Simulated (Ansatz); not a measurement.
# Ca (Fm-3m) in Ansatz: reference runs

How does Ca come out in PBE? The cell is run as given and disturbed.

Program: Ansatz 0.2.0. These are calculated values, not measurements. Logs are shortened: lines on timing, memory, paths and dates and some standing lists are left out, and cuts for length are marked.

## 1. The crystal as given

The structure is cubic, space group Fm-3m (No. 225). Conventional cell: a = 5.588 Å, b = 5.588 Å, c = 5.588 Å, α = 90.00°, β = 90.00°, γ = 90.00°. Ca (site symmetry m-3m) is surrounded by 12 Ca at 3.95 Å.

## 2. Single point, PBE

File input.yaml:

```yaml
crystal:
  lattice:
    - [0.0, 2.7942, 2.7942]
    - [2.7942, 0.0, 2.7942]
    - [2.7942, 2.7942, 0.0]
  atoms:
    - { symbol: Ca, position: [0.0, 0.0, 0.0] }
hamiltonian:
  xc: pbe
  pseudopotentials: { kind: paw }
kpoints:
  mp_grid: { grid: [8, 8, 8] }
scf:
  occupations: { method: fermi_dirac, width: 0.05 }
output:
  forces: true
  stress: true
  eigenvalues: true
```

Potentials or basis: Ansatz PAW.

Launch:

```sh
$ ansatz run input.yaml --threads 1 --pin off --max-ram 2560MiB --backend cpu --events-out ev --progress --plain --runs-dir out
```

The program printed:

```text
Warning: RAYON_NUM_THREADS=1 ignored (pool sized by the plan → 1); use --threads N
Engine: ansatz 0.2.0, aarch64-unknown-linux-gnu
Pseudopotentials: kind: paw
Pseudopotential: Ca, paw, valence charge 10, recommended cutoff 420 eV (normal), Ca.paw.azcp
Functional definition: PBE
  parameter kappa = 0.804
  parameter beta = 0.06672455060314922
  exchange = pbe_x(kappa = kappa, mu = beta*pi^2/3)
  correlation = pbe_c(beta = beta)
Crystal: 1 atoms, lattice volume = 43.632 Å³
Basis set: ecut = 420 eV, 869 PW (Γ), exchange–correlation on 54×54×54 points (8 copies of the dense FFT grid, shifted against one another)
Bands: 9, of which v1, the nominal top of the filled ones, is band 5 counted from 1 (4 counted from 0)
Symmetry: 48 space group operations
Space group: Fm-3m (ITA 225), of the structure as read, at distance tolerance 3.5e-5 Å
k-points: 29 of 512
Non-local potential: Ca, projectors of the file, l = 0: 3, l = 1: 2, l = 2: 2
PAW form: soft (Blöchl's): semilocal exchange-correlation on the pseudo side does not see the compensation charge
PAW one-centre angular grid: Ca, 110 points (default); XC on 64 Gauss nodes
Initial density: superposition of atomic densities (neutral atoms: chi_scale 0, normalization atom), corrected by the library's trained network
Initial wavefunctions: pseudopotential atomic-orbital guess
Functional: x = pbe(κ = 0.804, μ = 0.2195149727645171), c = pbe(β = 0.06672455060314922)
SCF iter   1: F=—  HF=-1816.862650 eV  |F-HF|=—  |Δ(HF+E_count)|=         —  Δρ=6.89e-4  dr2=2.10e-4  ethr=1.77e-3  ⟨swp⟩=5.7  Hψ=2117  notcnv=0
preconditioner: auto → none  [metal: Δε(μ)=0.104 eV  Ē_g=3.473 eV  σ=0.050 eV  W_gap=0.48  n_scr=8 (ndim 8)  ℏωp=8.0 eV  f_vac=0.000  D(μ)=1.52/eV (n_scr^D=14)  sad-step TF]
SCF iter   2: F=—  HF=-1816.862873 eV  |F-HF|=—  |Δ(HF+E_count)|=   2.23e-4  Δρ=3.98e-4  dr2=6.75e-5  ethr=2.10e-6  ⟨swp⟩=2.3  Hψ=633  notcnv=0
SCF iter   3: F=—  HF=-1816.862932 eV  |F-HF|=—  |Δ(HF+E_count)|=   5.92e-5  Δρ=1.05e-4  dr2=9.61e-6  ethr=6.75e-7  ⟨swp⟩=1.9  Hψ=290  notcnv=0
SCF iter   4: F=—  HF=-1816.862928 eV  |F-HF|=—  |Δ(HF+E_count)|=   3.90e-6  Δρ=3.92e-5  dr2=9.07e-7  ethr=9.61e-8  ⟨swp⟩=2.6  Hψ=421  notcnv=0
SCF iter   5: F=—  HF=-1816.862928 eV  |F-HF|=—  |Δ(HF+E_count)|=   1.18e-7  Δρ=1.19e-5  dr2=1.28e-7  ethr=9.07e-9  ⟨swp⟩=2.2  Hψ=389  notcnv=0
SCF iter   6: F=-1816.862928 eV  HF=-1816.862928 eV  |F-HF|=7.69e-9  |Δ(HF+E_count)|=   5.02e-8  Δρ=3.55e-6  dr2=1.15e-8  ethr=1.00e-9  ⟨swp⟩=3.8  Hψ=966  notcnv=0
SCF 1 converged in 6 iterations: F = -1816.862928 eV  dr2 = 1.15e-8
SCF converged after 6 iterations
Free energy (F): -1816.862928 eV
Harris-Foulkes:  -1816.862928 eV  (|F-HF|=7.69e-9)
Internal energy: -1816.850869 eV  (E = F + TS)
E sigma→0 (E₀):  -1816.856898 eV
Entropy (-TS):   -0.012060 eV (-12.060 meV/atom)
Fermi energy:    4.673476 eV
--- Per-component energies (eV) ---
  E_band       = -178.098385
  E_kinetic    = 275.181396
  E_local      = -858.709098  (includes V_loc(G=0)·N_el)
  E_nonlocal   = 63.612025
  E_hartree    = 287.728121
  E_xc         = -135.749245
  E_vxc        = -169.188746  (∫ρ·V_xc dr)
  E_paw        = -858.222732  (= ΣΔE_a)
  E_vpaw       = -64.447154  (= ΣTr[D̂ρ^β])
  E_aug_tail   = -0.000006  (compensation charges beyond the density's cutoff)
  E_ewald      = -590.691329
  E_smearing   = -0.012060  (= −TS)
  E_closure    = 0.000000  (closes the sum)
  Σ components = -1816.862928   (vs F -1816.862928, Δ=0.00e0)
--- Forces (eV/Å), atoms counted from 1 ---
  atom   1  Ca     0.00000000     0.00000000    -0.00000000
  max |Σ_I F_I| component: 6.98e-32 eV/Å
--- Stress (GPa, compression-positive) ---
       -0.557860      -0.000000      -0.000000
       -0.000000      -0.557860      -0.000000
        0.000000      -0.000000      -0.557860
  P = ⅓ Tr σ = -0.5579 GPa (-5.579 kbar)
--- Band table (eV; the first three rows and the last of 29) ---
  k-point 0: bands = ["-37.3861", "-18.3061", "-18.3061", "-18.3061", "0.7529", "7.0074", "7.0074", "7.0074", "8.0340"]
  k-point 1: bands = ["-37.3844", "-18.3241", "-18.3086", "-18.3086", "1.0106", "6.7419", "7.0944", "7.0944", "7.9655"]
  k-point 2: bands = ["-37.3803", "-18.3673", "-18.3146", "-18.3146", "1.7454", "6.1145", "7.1369", "7.1369", "8.0449"]
  k-point 28: bands = ["-37.3707", "-18.3859", "-18.3859", "-18.3518", "4.9346", "5.3958", "5.3958", "7.1981", "8.8673"]
```

Wall time 0.73 s (1 thread of Arm Neoverse V2, shared host); peak memory 0.26 GiB.

Results:

```yaml
Free_energy: -1816.8629 eV
Pressure: -0.6 GPa
Band_gap_on_the_k_mesh: none (metal or under the smearing width)
```

## 3. Single point, PBE (cell strained at random at fixed volume)

File input.yaml:

```yaml
crystal:
  lattice:
    - [0.022609, 2.80956, 2.744768]
    - [2.752495, 0.039623, 2.727754]
    - [2.84984, 2.889889, -0.057721]
  atoms:
    - { symbol: Ca, position: [-0.000727, 0.003239, -0.001058] }
hamiltonian:
  xc: pbe
  pseudopotentials: { kind: paw }
kpoints:
  mp_grid: { grid: [8, 8, 8] }
scf:
  occupations: { method: fermi_dirac, width: 0.05 }
output:
  forces: true
  stress: true
  eigenvalues: true
  write_density: true
  write_potential: true
  elf: true
  volumetric_format: npy
```

Potentials or basis: Ansatz PAW.

Launch:

```sh
$ ansatz run input.yaml --threads 1 --pin off --max-ram 2560MiB --backend cpu --events-out ev --progress --plain --runs-dir out
```

The program printed:

```text
Warning: RAYON_NUM_THREADS=1 ignored (pool sized by the plan → 1); use --threads N
[... 8 set-up lines as earlier in the session ...]
Crystal: 1 atoms, lattice volume = 43.632 Å³
Basis set: ecut = 420 eV, 873 PW (Γ), exchange–correlation on 54×54×60 points (8 copies of the dense FFT grid, shifted against one another)
Bands: 9, of which v1, the nominal top of the filled ones, is band 5 counted from 1 (4 counted from 0)
Symmetry: 2 space group operations
Space group: P-1 (ITA 2), of the structure as read, at distance tolerance 3.5e-5 Å
k-points: 260 of 512
[... 6 set-up lines as earlier in the session ...]
SCF iter   1: F=—  HF=-1816.857278 eV  |F-HF|=—  |Δ(HF+E_count)|=         —  Δρ=8.63e-4  dr2=4.94e-4  ethr=1.77e-3  ⟨swp⟩=6.1  Hψ=19740  notcnv=0
preconditioner: auto → none  [metal: Δε(μ)=0.007 eV  Ē_g=3.471 eV  σ=0.050 eV  W_gap=0.04  n_scr=8 (ndim 8)  ℏωp=8.0 eV  f_vac=0.000  D(μ)=1.37/eV (n_scr^D=14)  sad-step TF]
SCF iter   2: F=—  HF=-1816.857409 eV  |F-HF|=—  |Δ(HF+E_count)|=   1.31e-4  Δρ=5.25e-4  dr2=1.91e-4  ethr=4.94e-6  ⟨swp⟩=2.4  Hψ=5560  notcnv=0
SCF iter   3: F=—  HF=-1816.857450 eV  |F-HF|=—  |Δ(HF+E_count)|=   4.17e-5  Δρ=1.61e-4  dr2=1.98e-5  ethr=1.91e-6  ⟨swp⟩=1.2  Hψ=2416  notcnv=0
SCF iter   4: F=—  HF=-1816.857443 eV  |F-HF|=—  |Δ(HF+E_count)|=   7.40e-6  Δρ=6.12e-5  dr2=2.08e-6  ethr=1.98e-7  ⟨swp⟩=2.6  Hψ=3760  notcnv=0
SCF iter   5: F=—  HF=-1816.857443 eV  |F-HF|=—  |Δ(HF+E_count)|=   3.65e-7  Δρ=2.34e-5  dr2=4.60e-7  ethr=2.08e-8  ⟨swp⟩=2.8  Hψ=3663  notcnv=0
SCF iter   6: F=-1816.857443 eV  HF=-1816.857443 eV  |F-HF|=2.63e-8  |Δ(HF+E_count)|=   1.34e-7  Δρ=7.73e-6  dr2=5.05e-8  ethr=1.00e-9  ⟨swp⟩=5.7  Hψ=11592  notcnv=0
SCF 1 converged in 6 iterations: F = -1816.857443 eV  dr2 = 5.05e-8
SCF converged after 6 iterations
Free energy (F): -1816.857443 eV
Harris-Foulkes:  -1816.857443 eV  (|F-HF|=2.63e-8)
Internal energy: -1816.846489 eV  (E = F + TS)
E sigma→0 (E₀):  -1816.851966 eV
Entropy (-TS):   -0.010954 eV (-10.954 meV/atom)
Fermi energy:    4.684444 eV
--- Per-component energies (eV) ---
  E_band       = -178.120711
  E_kinetic    = 275.191128
  E_local      = -859.039609  (includes V_loc(G=0)·N_el)
  E_nonlocal   = 63.616117
  E_hartree    = 287.878370
  E_xc         = -135.751334
  E_vxc        = -169.191677  (∫ρ·V_xc dr)
  E_paw        = -858.223747  (= ΣΔE_a)
  E_vpaw       = -64.448438  (= ΣTr[D̂ρ^β])
  E_aug_tail   = -0.000006  (compensation charges beyond the density's cutoff)
  E_ewald      = -590.517408
  E_smearing   = -0.010954  (= −TS)
  E_closure    = 0.000000  (closes the sum)
  Σ components = -1816.857443   (vs F -1816.857443, Δ=0.00e0)
--- Forces (eV/Å), atoms counted from 1 ---
  atom   1  Ca     0.00000000     0.00000000     0.00000000
  max |Σ_I F_I| component: 0.00e0 eV/Å
--- Stress (GPa, compression-positive) ---
       -0.517405      -0.612688       0.408115
       -0.612688      -0.626825       0.259114
        0.408115       0.259114      -0.481109
  P = ⅓ Tr σ = -0.5418 GPa (-5.418 kbar)
--- Band table (eV; the first three rows and the last of 260) ---
  k-point 0: bands = ["-37.3886", "-18.3097", "-18.3078", "-18.3073", "0.7532", "6.8165", "7.0437", "7.1352", "7.9861"]
  k-point 1: bands = ["-37.3873", "-18.3240", "-18.3116", "-18.3092", "0.9957", "6.5831", "7.0852", "7.1950", "7.9631"]
  k-point 2: bands = ["-37.3839", "-18.3625", "-18.3170", "-18.3131", "1.6886", "5.9799", "7.0849", "7.2082", "8.1027"]
  k-point 259: bands = ["-37.3768", "-18.4327", "-18.3309", "-18.3187", "3.7463", "4.5300", "6.7862", "7.0186", "8.5631"]
```

rho_z.tsv:

```text
# z_ang	rho[e/angstrom^3]
# format = ansatz-planar-average/11
# lattice	0.022609000	2.809560000	2.744768000
# lattice	2.752495000	0.039623000	2.727754000
# lattice	2.849840000	2.889889000	-0.057721000
# sites	1
# site	20	0.005883764	-0.004971714	0.006900818
0.000000	6.428490e-1
0.135304	6.217870e-1
0.270607	5.635460e-1
0.405911	4.762393e-1
0.541215	3.742277e-1
0.676518	2.748443e-1
[... 22 lines left out ...]
3.788503	5.682264e-1
3.923807	6.242801e-1
```

Run time: 6.7 s. Hardware: 1 thread of Arm Neoverse V2, shared host; peak memory 0.37 GiB.

Results:

| Item | Value |
| --- | --- |
| Free energy | -1816.8574 eV |
| Pressure | -0.5 GPa |
| Band gap on the k mesh | none (metal or under the smearing width) |

Levels at points of the mesh, in eV from the Fermi level:
| k point | band 1 | band 2 | band 3 | band 4 | band 5 | band 6 | band 7 | band 8 | band 9 |
| --- | --- | --- | --- | --- | --- | --- | --- | --- | --- |
| (0.00, 0.00, 0.00) | -42.07 | -22.99 | -22.99 | -22.99 | -3.93 | 2.13 | 2.36 | 2.45 | 3.30 |
| (0.00, 0.00, -0.50) | -42.06 | -23.10 | -23.01 | -23.00 | -1.09 | -0.31 | 2.20 | 2.33 | 3.93 |
| (0.00, -0.50, 0.00) | -42.06 | -23.13 | -23.02 | -23.01 | -0.85 | -0.04 | 2.03 | 2.32 | 3.95 |
| (0.00, -0.50, -0.50) | -42.06 | -23.11 | -23.04 | -23.03 | -0.38 | 0.62 | 0.96 | 3.96 | 4.15 |
| (-0.50, 0.00, 0.00) | -42.06 | -23.12 | -23.01 | -23.01 | -0.89 | -0.09 | 1.99 | 2.40 | 3.96 |
| (-0.50, 0.00, -0.50) | -42.06 | -23.11 | -23.03 | -23.03 | -0.43 | 0.65 | 0.83 | 3.98 | 4.17 |
| (-0.50, -0.50, 0.00) | -42.06 | -23.11 | -23.04 | -23.04 | -0.36 | 0.60 | 1.04 | 3.99 | 4.16 |
| (-0.50, -0.50, -0.50) | -42.06 | -23.12 | -23.02 | -23.00 | -0.94 | -0.15 | 2.10 | 2.33 | 3.88 |
